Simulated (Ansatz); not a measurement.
An Ansatz input:

```yaml
crystal:
  lattice:
    - [3.0405724384, 0.0, 0.0]
    - [0.0, 3.0405724384, 0.0]
    - [0.0, 0.0, 3.0405724384]
  atoms:
    - { symbol: In, position: [0.0, 0.0, 0.0] }
hamiltonian:
  xc: revpbe
  pseudopotentials:
    kind: paw
    azcp:
      In: "pseudopotentials/In.paw.azcp"
basis:
  ecutwfc: 420
  fft_grid_basis: typed
kpoints:
  mp_grid: { grid: [11, 11, 11], shift: [0, 0, 0] }
magnetization:
  spin_polarized: false
scf:
  occupations: { method: fermi_dirac, width: 0.1 }
  lower_state_search: "off"
output:
  stress: true
```

Output

```
Engine: ansatz 0.2.0, x86_64-unknown-linux-gnu
Pseudopotentials: kind: paw
Pseudopotential: In, paw, valence charge 13, recommended cutoff 420 eV (normal) 
Functional definition: revPBE
  parameter kappa = 1.245
  parameter beta = 0.06672455060314922
  exchange = pbe_x(kappa = kappa, mu = beta*pi^2/3)
  correlation = pbe_c(beta = beta)
Crystal: 1 atoms, lattice volume = 28.110 Å³
Basis set: ecut = 420 eV, 515 PW (Γ)
Bands: 11, of which v1, the nominal top of the filled ones, is band 7 counted from 1 (6 counted from 0)
Symmetry: 48 space group operations
Space group: Pm-3m (ITA 221), of the structure as read, at distance tolerance 3.0e-5 Å
k-points: 56 of 1331
Non-local potential: In, projectors of the file, l = 0: 2, l = 1: 2, l = 2: 2, l = 3: 2
PAW form: soft (Blöchl's): semilocal exchange-correlation on the pseudo side does not see the compensation charge
PAW frozen core: In, regenerated for the run's functional, and the local potential with it (the file was generated under x = pbe(κ = 0.804, μ = 0.2195149727645171), c = pbe(β = 0.06672455060314922))
PAW one-centre angular grid: In, 590 points (default); XC on 64 Gauss nodes
Initial density: superposition of atomic densities (neutral atoms: chi_scale 0, normalization atom), corrected by the library's trained network
Initial wavefunctions: pseudopotential atomic-orbital guess
Functional: x = revpbe(κ = 1.245, μ = 0.2195149727645171), c = pbe(β = 0.06672455060314922)
SCF iter   1: F=—  HF=-5603.731616 eV  |F-HF|=—  |Δ(HF+E_count)|=         —  Δρ=2.78e-3  dr2=1.28e-3  ethr=1.77e-3  ⟨swp⟩=5.0  Hψ=3627  notcnv=0
SCF iter   2: F=—  HF=-5603.730878 eV  |F-HF|=—  |Δ(HF+E_count)|=   7.39e-4  Δρ=8.89e-4  dr2=1.53e-4  ethr=9.87e-6  ⟨swp⟩=2.0  Hψ=1348  notcnv=0
SCF iter   3: F=—  HF=-5603.730901 eV  |F-HF|=—  |Δ(HF+E_count)|=   2.32e-5  Δρ=2.92e-4  dr2=1.82e-5  ethr=1.17e-6  ⟨swp⟩=1.7  Hψ=653  notcnv=0
SCF iter   4: F=—  HF=-5603.730910 eV  |F-HF|=—  |Δ(HF+E_count)|=   9.16e-6  Δρ=4.44e-5  dr2=2.84e-7  ethr=1.40e-7  ⟨swp⟩=2.8  Hψ=972  notcnv=0
iter 5 did not close the SCF: its close was put off for the readings that it lacked (scf_convergence_deferred on its scf_iter line)
SCF iter   5: F=-5603.730910 eV  HF=-5603.730910 eV  |F-HF|=1.58e-9  |Δ(HF+E_count)|=   9.04e-8  Δρ=6.00e-6  dr2=4.00e-9  ethr=2.19e-9  ⟨swp⟩=2.4  Hψ=949  notcnv=0
SCF iter   6: F=-5603.730910 eV  HF=-5603.730910 eV  |F-HF|=2.00e-11  |Δ(HF+E_count)|=  6.37e-10  Δρ=7.29e-7  dr2=5.11e-11  ethr=3.08e-11  ⟨swp⟩=1.6  Hψ=1841  notcnv=0
SCF 1 converged in 6 iterations: F = -5603.730910 eV  dr2 = 5.11e-11
SCF converged after 6 iterations
Free energy (F): -5603.730910 eV
Harris-Foulkes:  -5603.730910 eV  (|F-HF|=2.00e-11)
Internal energy: -5603.711611 eV  (E = F + TS)
E sigma→0 (E₀):  -5603.721260 eV
Entropy (-TS):   -0.019299 eV (-19.299 meV/atom)
Fermi energy:    9.204810 eV
--- Per-component energies (eV) ---
  E_band       = -36.914304
  E_kinetic    = 241.526347
  E_local      = -1157.154036  (includes V_loc(G=0)·N_el)
  E_nonlocal   = 365.777053
  E_hartree    = 455.982232
  E_xc         = -216.112243
  E_vxc        = -99.434118  (∫ρ·V_xc dr)
  E_paw        = -4158.355423  (= ΣΔE_a)
  E_vpaw       = -299.594177  (= ΣTr[D̂ρ^β])
  E_aug_tail   = 0.000025  (compensation charges beyond the density's cutoff)
  E_ewald      = -1135.423887
  E_core_change = 0.048322  (= ΣΔE_core)
  E_smearing   = -0.019299  (= −TS)
  E_closure    = -0.000000  (closes the sum)
  Σ components = -5603.730910   (vs F -5603.730910, Δ=0.00e0)
--- Stress (GPa, compression-positive) ---
        3.084925      -0.000000      -0.000000
       -0.000000       3.084925       0.000000
       -0.000000       0.000000       3.084925
  P = ⅓ Tr σ = 3.0849 GPa (30.849 kbar)
```
